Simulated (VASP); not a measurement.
Here is a VASP 6.6.1 calculation.

Contents of POSCAR:

```
Cu2O
1.0
    4.2600000000      0.0000000000      0.0000000000
    0.0000000000      4.2600000000      0.0000000000
    0.0000000000      0.0000000000      4.2600000000
Cu O
4 2
Direct
    0.2500000000      0.2500000000      0.2500000000
    0.2500000000      0.7500000000      0.7500000000
    0.7500000000      0.7500000000      0.2500000000
    0.7500000000      0.2500000000      0.7500000000
    0.0000000000      0.0000000000      0.0000000000
    0.5000000000      0.5000000000      0.5000000000
```

INCAR.step1

```
SYSTEM = Cu2O
PREC = Accurate
ENCUT = 520
EDIFF = 1E-5
ISMEAR = -1
SIGMA = 0.05
LREAL = .FALSE.
LASPH = .TRUE.
NELM = 60
ALGO = Normal
ISIF = 2
LWAVE = .TRUE.
NBANDS = 37
GGA = PE
```

Contents of INCAR.step2:

```
SYSTEM = Cu2O
PREC = Accurate
ENCUT = 520
EDIFF = 1E-6
ISMEAR = -1
SIGMA = 0.05
LREAL = .FALSE.
LASPH = .TRUE.
NELM = 60
ALGO = Normal
ISIF = 2
LWAVE = .FALSE.
LCHARG = .TRUE.
METAGGA = MBJ
LELF = .TRUE.
LVHAR = .TRUE.
NBANDS = 37
ISTART = 1
```

The input KPOINTS:

```
regular mesh
0
G
  8 8 8
  0 0 0
```

Potentials or basis: VASP PAW PBE potentials, release 64 (Cu, O).

Run with:

```sh
$ cat potpaw_PBE.64/Cu/POTCAR potpaw_PBE.64/O/POTCAR > POTCAR
$ cp INCAR.step1 INCAR
$ mpirun -np 1 vasp_std > vasp.out
$ cp INCAR.step2 INCAR
$ mpirun -np 1 vasp_std > vasp.out
```

What does it give for the band gap on the k mesh?

0.80 eV, direct.

**The experiment to reproduce.**

From “Importance of surface oxygen vacancies for ultrafast hot carrier relaxation and transport in Cu2O”, 2021, arxiv:2103.03167, for a bulk crystal of Cu2O: band gap 2.17 eV (direct).

Against the measured gap of Cu2O, 2.17 eV (direct; quoted in “Importance of surface oxygen vacancies for ultrafast hot carrier relaxation and transport in Cu2O”, 2021, arxiv:2103.03167), the calculated 0.80 eV is off by -1.37 eV. So large a miss can be the level of theory's own, or it may mean another phase, state or a wrong row. The value is that of TB-mBJ on a finite k mesh, which can miss the band edges, without temperature or zero-point motion.
